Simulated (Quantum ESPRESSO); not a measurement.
# SiC (Moissanite) (P6_3mc) in Quantum ESPRESSO: a series of runs, part 2 of 4

Quantum ESPRESSO 7.5. Earlier steps stand in the parts before.

## 3. Phonons, WC

The input, pw.in:

```
&CONTROL
  calculation = 'scf'
  prefix = 'pwscf'
  outdir = './tmp'
  pseudo_dir = './pseudo'
  tprnfor = .true.
  tstress = .true.
  disk_io = 'low'
/
&SYSTEM
  ibrav = 0
  nat = 4
  ntyp = 2
  ecutwfc = 82
  nbnd = 14
  input_dft = 'wc'
  occupations = 'smearing'
  smearing = 'fd'
  degauss = 0.00367493
/
&ELECTRONS
  conv_thr = 8d-10
  electron_maxstep = 120
  mixing_beta = 0.5
/
ATOMIC_SPECIES
Si    28.0850 Si.upf
C     12.0110 C.upf
CELL_PARAMETERS angstrom
   3.0760000000    0.0000000000    0.0000000000
  -1.5380000000    2.6638941420    0.0000000000
   0.0000000000    0.0000000000    5.0480000000
ATOMIC_POSITIONS crystal
Si     0.6666666667    0.3333333333    0.5000000000
Si     0.3333333333    0.6666666667    0.0000000000
C      0.6666666667    0.3333333333    0.8850000000
C      0.3333333333    0.6666666667    0.3850000000
K_POINTS automatic
6 6 4 0 0 1
```

The input, relax.in:

```
&CONTROL
  calculation = 'vc-relax'
  prefix = 'pwscf'
  outdir = './tmp'
  pseudo_dir = './pseudo'
  tprnfor = .true.
  tstress = .true.
  disk_io = 'low'
  nstep = 40
  forc_conv_thr = 0.0001
  etot_conv_thr = 1d-06
/
&SYSTEM
  ibrav = 0
  nat = 4
  ntyp = 2
  ecutwfc = 82
  nbnd = 14
  input_dft = 'wc'
  occupations = 'smearing'
  smearing = 'fd'
  degauss = 0.00367493
/
&ELECTRONS
  conv_thr = 8d-10
  electron_maxstep = 120
  mixing_beta = 0.5
/
&IONS
  ion_dynamics = 'bfgs'
/
&CELL
  cell_dynamics = 'bfgs'
  press = 0
  press_conv_thr = 0.2
/
ATOMIC_SPECIES
Si    28.0850 Si.upf
C     12.0110 C.upf
CELL_PARAMETERS angstrom
   3.0760000000    0.0000000000    0.0000000000
  -1.5380000000    2.6638941420    0.0000000000
   0.0000000000    0.0000000000    5.0480000000
ATOMIC_POSITIONS crystal
Si     0.6666666667    0.3333333333    0.5000000000
Si     0.3333333333    0.6666666667    0.0000000000
C      0.6666666667    0.3333333333    0.8850000000
C      0.3333333333    0.6666666667    0.3850000000
K_POINTS automatic
6 6 4 0 0 1
```

The input, scf2.in:

```
&CONTROL
  calculation = 'scf'
  prefix = 'pwscf'
  outdir = './tmp'
  pseudo_dir = './pseudo'
  tprnfor = .true.
  tstress = .true.
  disk_io = 'low'
/
&SYSTEM
  ibrav = 0
  nat = 4
  ntyp = 2
  ecutwfc = 82
  nbnd = 14
  input_dft = 'wc'
  occupations = 'fixed'
/
&ELECTRONS
  conv_thr = 1d-13
  electron_maxstep = 120
  mixing_beta = 0.5
  startingpot = 'file'
  startingwfc = 'file'
/
ATOMIC_SPECIES
Si    28.0850 Si.upf
C     12.0110 C.upf
CELL_PARAMETERS angstrom
   3.0833807866    0.0000000000    0.0000000000
  -1.5416903933    2.6702860907    0.0000000000
   0.0000000000    0.0000000000    5.0587899662
ATOMIC_POSITIONS crystal
Si     0.6666666667    0.3333333333    0.5045635566
Si     0.3333333333    0.6666666667    0.0045635566
C      0.6666666667    0.3333333333    0.8804364434
C      0.3333333333    0.6666666667    0.3804364434
K_POINTS automatic
6 6 4 0 0 1
```

The input, ph.in:

```
phonons of SiC
&INPUTPH
  prefix = 'pwscf'
  outdir = './tmp'
  tr2_ph = 1d-16
  fildyn = 'dyn'
  niter_ph = 60
  alpha_mix(1) = 0.7
  epsil = .true.
/
0.0000000000 0.0000000000 0.0000000000
```

The input, dynmat.in:

```
&INPUT
  fildyn = 'dyn'
  asr = 'crystal'
  lperm = .true.
  filout = 'dynmat.disp'
  fileig = 'dynmat.eig'
/
```

The input, dynmat_lo.in:

```
&INPUT
  fildyn = 'dyn'
  asr = 'crystal'
  filout = 'dynmat_lo.disp'
  fileig = 'dynmat_lo.eig'
  q(1) = 0
  q(2) = 0
  q(3) = 1
/
```

Potentials or basis: PseudoDojo 0.4.1 SR PBE standard.

Command:

```bash
OMP_NUM_THREADS=1 pw.x -in pw.in > pw.out
OMP_NUM_THREADS=1 pw.x -in relax.in > relax.out
OMP_NUM_THREADS=1 pw.x -in scf2.in > scf2.out
OMP_NUM_THREADS=1 ph.x -in ph.in > ph.out
OMP_NUM_THREADS=1 dynmat.x -in dynmat.in > dynmat.out
OMP_NUM_THREADS=1 dynmat.x -in dynmat_lo.in > dynmat_lo.out
```

pw.out:

```text
This program is part of the open-source Quantum ESPRESSO suite
     for quantum simulation of materials; please cite
         "P. Giannozzi et al., J. Phys.:Condens. Matter 21 395502 (2009);
         "P. Giannozzi et al., J. Phys.:Condens. Matter 29 465901 (2017);
         "P. Giannozzi et al., J. Chem. Phys. 152 154105 (2020);
     in publications or presentations arising from this work. More details at

     IMPORTANT: XC functional enforced from input :
     Exchange-correlation= WC
                           (   1   4  11   4   0   0   0)
     Any further DFT definition will be discarded
     Please, verify this is what you really want

     Message from routine setup:
     using ibrav=0 with symmetry is DISCOURAGED, use correct ibrav instead

     G-vector sticks info
     --------------------
     sticks:   dense  smooth     PW     G-vecs:    dense   smooth      PW
     Sum         757     757    223                27991    27991    4475

     Using Slab Decomposition

     bravais-lattice index     =            0
     lattice parameter (alat)  =       5.8128  a.u.
     unit-cell volume          =     279.1382 (a.u.)^3
     number of atoms/cell      =            4
     number of atomic types    =            2
     number of electrons       =        16.00
     number of Kohn-Sham states=           14
     kinetic-energy cutoff     =      82.0000  Ry
     charge density cutoff     =     328.0000  Ry
     scf convergence threshold =      8.0E-10
     mixing beta               =       0.5000
     number of iterations used =            8  plain     mixing
     Exchange-correlation= WC
                           (   1   4  11   4   0   0   0)

     celldm(1)=   5.812798  celldm(2)=   0.000000  celldm(3)=   0.000000
     celldm(4)=   0.000000  celldm(5)=   0.000000  celldm(6)=   0.000000

     crystal axes: (cart. coord. in units of alat)
               a(1) = (   1.000000   0.000000   0.000000 )
               a(2) = (  -0.500000   0.866025   0.000000 )
               a(3) = (   0.000000   0.000000   1.641092 )

     reciprocal axes: (cart. coord. in units 2 pi/alat)
               b(1) = (  1.000000  0.577350 -0.000000 )
               b(2) = (  0.000000  1.154701  0.000000 )
               b(3) = (  0.000000 -0.000000  0.609350 )

     PseudoPot. # 1 for Si read from file:
     Si.upf
     Pseudo is Norm-conserving + core correction, Zval =  4.0
     Generated using ONCVPSP code by D. R. Hamann
     Using radial grid of 1510 points,  6 beta functions with:
                l(1) =   0
                l(2) =   0
                l(3) =   1
                l(4) =   1
                l(5) =   2
                l(6) =   2

     PseudoPot. # 2 for C  read from file:
     C.upf
     Pseudo is Norm-conserving + core correction, Zval =  4.0
     Generated using ONCVPSP code by D. R. Hamann
     Using radial grid of 1248 points,  4 beta functions with:
                l(1) =   0
                l(2) =   0
                l(3) =   1
                l(4) =   1

     atomic species   valence    mass     pseudopotential
     Si                4.00    28.08500     Si( 1.00)
     C                 4.00    12.01100     C ( 1.00)

     12 Sym. Ops. (no inversion) found ( 6 have fractional translation)

   Cartesian axes

     site n.     atom                  positions (alat units)
         1        Si     tau(   1) = (   0.5000000   0.2886751   0.8205462  )
         2        Si     tau(   2) = (  -0.0000000   0.5773503   0.0000000  )
         3        C      tau(   3) = (   0.5000000   0.2886751   1.4523667  )
         4        C      tau(   4) = (  -0.0000000   0.5773503   0.6318205  )

     number of k points=    14  Fermi-Dirac smearing, width (Ry)=  0.0037
                       cart. coord. in units 2pi/alat
        k(    1) = (   0.0000000   0.0000000   0.0761688), wk =   0.0277778
        k(    2) = (   0.0000000   0.0000000   0.2285063), wk =   0.0277778
        k(    3) = (   0.0000000   0.1924501   0.0761688), wk =   0.1666667
        k(    4) = (   0.0000000   0.1924501   0.2285063), wk =   0.1666667
        k(    5) = (   0.0000000   0.3849002   0.0761688), wk =   0.1666667
        k(    6) = (   0.0000000   0.3849002   0.2285063), wk =   0.1666667
        k(    7) = (   0.0000000  -0.5773503   0.0761688), wk =   0.0833333
        k(    8) = (   0.0000000  -0.5773503   0.2285063), wk =   0.0833333
        k(    9) = (   0.1666667   0.2886751   0.0761688), wk =   0.1666667
        k(   10) = (   0.1666667   0.2886751   0.2285063), wk =   0.1666667
        k(   11) = (   0.1666667   0.4811252   0.0761688), wk =   0.3333333
        k(   12) = (   0.1666667   0.4811252   0.2285063), wk =   0.3333333
        k(   13) = (   0.3333333   0.5773503   0.0761688), wk =   0.0555556
        k(   14) = (   0.3333333   0.5773503   0.2285063), wk =   0.0555556

     Dense  grid:    27991 G-vectors     FFT dimensions: (  36,  36,  60)

     Initial potential from superposition of free atoms

     starting charge      15.9987, renormalised to      16.0000
     Starting wfcs are   16 randomized atomic wfcs

     Self-consistent Calculation

     iteration #  1     ecut=    82.00 Ry     beta= 0.50
     Davidson diagonalization with overlap
     ethr =  1.00E-02,  avg # of iterations =  3.6

     total energy              =     -40.82625101 Ry
     estimated scf accuracy    <       0.86046922 Ry

     iteration #  2     ecut=    82.00 Ry     beta= 0.50
     Davidson diagonalization with overlap
     ethr =  5.38E-03,  avg # of iterations =  2.0

     total energy              =     -41.03536560 Ry
     estimated scf accuracy    <       0.04149817 Ry

     iteration #  3     ecut=    82.00 Ry     beta= 0.50
     Davidson diagonalization with overlap
     ethr =  2.59E-04,  avg # of iterations =  4.3

     total energy              =     -41.03804986 Ry
     estimated scf accuracy    <       0.00659927 Ry

     iteration #  4     ecut=    82.00 Ry     beta= 0.50
     Davidson diagonalization with overlap
     ethr =  4.12E-05,  avg # of iterations =  3.3

     total energy              =     -41.03851378 Ry
     estimated scf accuracy    <       0.00170034 Ry

     iteration #  5     ecut=    82.00 Ry     beta= 0.50
     Davidson diagonalization with overlap
     ethr =  1.06E-05,  avg # of iterations =  3.9
[... 8 lines left out ...]
     total energy              =     -41.03897468 Ry
     estimated scf accuracy    <       0.00000095 Ry

     iteration #  7     ecut=    82.00 Ry     beta= 0.50
     Davidson diagonalization with overlap
     ethr =  5.93E-09,  avg # of iterations =  2.7

     total energy              =     -41.03897517 Ry
     estimated scf accuracy    <       0.00000011 Ry

     iteration #  8     ecut=    82.00 Ry     beta= 0.50
     Davidson diagonalization with overlap
     ethr =  7.07E-10,  avg # of iterations =  2.0

     total energy              =     -41.03897519 Ry
     estimated scf accuracy    <          5.0E-09 Ry

     iteration #  9     ecut=    82.00 Ry     beta= 0.50
     Davidson diagonalization with overlap
     ethr =  3.10E-11,  avg # of iterations =  3.4

     End of self-consistent calculation

          k = 0.0000 0.0000 0.0762 (  3507 PWs)   bands (ev):

    -5.9218  -2.7925   1.4589   8.2544   8.2544   9.3053   9.4394   9.4394
    14.4018  16.0566  16.2666  16.2666  17.0680  18.2773

          k = 0.0000 0.0000 0.2285 (  3538 PWs)   bands (ev):

    -5.3194  -4.1734   3.8278   6.7707   8.5675   8.5675   9.0559   9.0559
    14.9555  15.9757  16.5681  16.5685  17.3552  17.7990

          k = 0.0000 0.1925 0.0762 (  3512 PWs)   bands (ev):

    -5.4416  -2.3713   1.8767   6.1026   7.5753   7.7373   9.1160   9.2021
    14.3737  16.0397  16.5967  17.1036  17.2087  18.3598

          k = 0.0000 0.1925 0.2285 (  3512 PWs)   bands (ev):

    -4.8459  -3.7167   4.0698   6.3867   6.6900   7.8502   7.9564   8.5826
    14.5328  15.4629  16.6836  17.3307  17.7229  18.5580

          k = 0.0000 0.3849 0.0762 (  3502 PWs)   bands (ev):

    -4.0678  -1.3103   2.2637   3.7180   4.8920   6.6353   8.1217   8.4616
    12.9043  14.1886  16.5527  17.4688  17.8678  19.4499

          k = 0.0000 0.3849 0.2285 (  3479 PWs)   bands (ev):

    -3.5021  -2.4560   2.7383   3.7259   5.7776   7.0680   7.8020   7.8434
    12.9462  13.8551  15.2875  16.8901  18.9304  20.2250

          k = 0.0000-0.5774 0.0762 (  3492 PWs)   bands (ev):

    -2.5828  -1.1998   1.5143   2.9156   4.6954   6.2665   6.7798   8.1682
    12.3446  13.5050  16.5412  17.1754  18.1675  19.1242

          k = 0.0000-0.5774 0.2285 (  3476 PWs)   bands (ev):

    -2.1186  -1.4538   1.0468   1.7311   6.5667   6.7126   7.4746   7.7553
    12.5522  12.8969  15.1711  15.2737  18.8925  20.3421

          k = 0.1667 0.2887 0.0762 (  3494 PWs)   bands (ev):

    -4.5095  -1.6082   2.5098   4.3883   5.3689   6.5125   7.9018   8.6629
    14.8565  15.1670  16.1035  16.6474  18.2861  18.5914

          k = 0.1667 0.2887 0.2285 (  3501 PWs)   bands (ev):

    -3.9314  -2.8487   3.6947   4.7913   5.7977   6.3658   7.1778   7.9877
    14.5092  14.9415  16.5155  17.2171  18.2358  18.3177

          k = 0.1667 0.4811 0.0762 (  3494 PWs)   bands (ev):

    -2.8508  -0.8851   1.8899   3.5702   4.4399   4.9946   6.8488   7.2817
    13.2908  14.8161  16.4518  17.7721  18.6331  19.6351

          k = 0.1667 0.4811 0.2285 (  3498 PWs)   bands (ev):

    -2.3472  -1.5096   1.7500   2.5380   5.0076   5.9046   6.7889   8.0694
    13.5886  14.6408  15.6618  16.4974  17.7746  19.4057

          k = 0.3333 0.5774 0.0762 (  3501 PWs)   bands (ev):

    -1.4243  -1.4243   2.8320   2.9591   2.9591   5.4276   6.0939   6.0939
    12.2814  17.4010  17.4010  17.5850  19.5400  19.5400

          k = 0.3333 0.5774 0.2285 (  3510 PWs)   bands (ev):

    -1.2112  -1.2112   1.9727   1.9727   3.3878   4.3936   7.6789   7.6789
    14.3454  14.9652  14.9652  16.7112  19.9249  19.9250

     the Fermi energy is    10.6181 ev

!    total energy              =     -41.03897519 Ry
     estimated scf accuracy    <          4.6E-10 Ry
     smearing contrib. (-TS)   =      -0.00000000 Ry
     internal energy E=F+TS    =     -41.03897519 Ry

     The total energy is F=E-TS. E is the sum of the following terms:
     one-electron contribution =      11.12275565 Ry
     hartree contribution      =       4.69830903 Ry
     xc contribution           =     -15.07085066 Ry
     ewald contribution        =     -41.78918921 Ry

     convergence has been achieved in   9 iterations

     Forces acting on atoms (cartesian axes, Ry/au):

     atom    1 type  1   force =    -0.00000000   -0.00000000    0.02931313
     atom    2 type  1   force =     0.00000000    0.00000000    0.02931313
     atom    3 type  2   force =     0.00000000    0.00000000   -0.02931313
     atom    4 type  2   force =     0.00000000    0.00000000   -0.02931313

     Total force =     0.058626     Total SCF correction =     0.000002

     Computing stress (Cartesian axis) and pressure

          total   stress  (Ry/bohr**3)                   (kbar)     P=       18.31
   0.00024054   0.00000000   0.00000000           35.38        0.00        0.00
   0.00000000   0.00024054   0.00000000            0.00       35.38        0.00
   0.00000000   0.00000000  -0.00010762            0.00        0.00      -15.83

=------------------------------------------------------------------------------=
   JOB DONE.
=------------------------------------------------------------------------------=
```

Run time: 1.9 min. Hardware: 1 thread of AMD EPYC 9R45 (Zen 5), shared host; peak memory 0.08 GiB.

Results:

| Item | Value |
| --- | --- |
| Free energy | -558.4014 eV |
| Relaxed volume | 10.41 Å³/atom |
| Relaxed cell | a = 3.083 Å, b = 3.083 Å, c = 5.059 Å, α = 90.00°, β = 90.00°, γ = 120.00° |
| Space group after relaxing (to 0.05 Å) | P6_3mc (No. 186) |
| Pressure after relaxing | 0.0 GPa |
| Electronic dielectric tensor (diagonal) | 7.45, 7.45, 7.44 |
| Born charges (mean of the diagonal) | Si +2.71; C -2.81 e |
| Highest phonon frequency at Γ, LO-TO splitting left out | 823 cm⁻¹ |
| Static dielectric tensor (diagonal) | 10.75, 10.75, 11.46 |

Step by step:
| step | energy change (eV) | largest force (eV/Å) | pressure (GPa) | volume (Å³) |
| --- | --- | --- | --- | --- |
| 1 | 0.0000 | 0.7537 | 1.83 | 41.36 |
| 2 | -0.0325 | 0.1801 | -0.54 | 41.75 |
| 3 | -0.0369 | 0.0271 | -0.09 | 41.67 |
| 4 | -0.0375 | 0.0022 | -0.03 | 41.66 |
| 5 | -0.0375 | 0.0001 | 0.00 | 41.65 |

Final structure:
```xyz
4
Lattice="3.0834 0.0000 0.0000 -1.5417 2.6703 0.0000 0.0000 0.0000 5.0588" Properties=species:S:1:pos:R:3 pbc="T T T"
Si    1.5417    0.8901    2.5525
Si    0.0000    1.7802    0.0231
C     1.5417    0.8901    4.4539
C     0.0000    1.7802    1.9245
```

Phonon frequencies in cm⁻¹ (negative: imaginary):
```
              q point                                   frequencies
(0.000, 0.000, 0.000)  -1 -1 -1 253 253 590 754 754 758 788 788 823
```

Electronic dielectric tensor:
```
7.45 0.00 0.00
0.00 7.45 0.00
0.00 0.00 7.44
```

Born effective charge tensors (e):
atom 1, Si
```
2.63 0.00 0.00
0.00 2.63 0.00
0.00 0.00 2.86
```
atom 2, Si
```
2.63 0.00 0.00
0.00 2.63 0.00
0.00 0.00 2.86
```
atom 3, C
```
-2.78  0.00  0.00
 0.00 -2.78  0.00
 0.00  0.00 -2.88
```
atom 4, C
```
-2.78  0.00  0.00
 0.00 -2.78  0.00
 0.00  0.00 -2.88
```

Optical modes at Γ, degenerate ones joined, polar ones without the macroscopic field:
```csv
cm⁻¹,components,symmetry,active in,"IR intensity, summed ((D/Å)²/amu)"
253,2,E2,Raman,0.00
590,1,B1,silent,0.00
754,2,E2,Raman,0.00
758,1,A1,IR and Raman,45.25
788,2,E1,IR and Raman,80.17
823,1,B1,silent,0.00
```

Zone-centre frequencies without and with the macroscopic field along z (cm⁻¹):
```tsv
	optical modes in rising order
without	253 253 590 754 754 758 788 788 823
with the field	253 253 590 754 754 788 788 823 942
```

Static dielectric tensor, electrons and zone-centre modes:
```
10.75  0.00  0.00
 0.00 10.75  0.00
 0.00  0.00 11.46
```

Caveat: the mesh is thin for the dielectric tensor, Born charges and intensities, which usually come out too large; the potentials were made for another functional, which shifts forces and pressure; the Born charges break their sum rule by 0.21 e, a sign of too thin a mesh.

(Continued in part 3 of 4.)
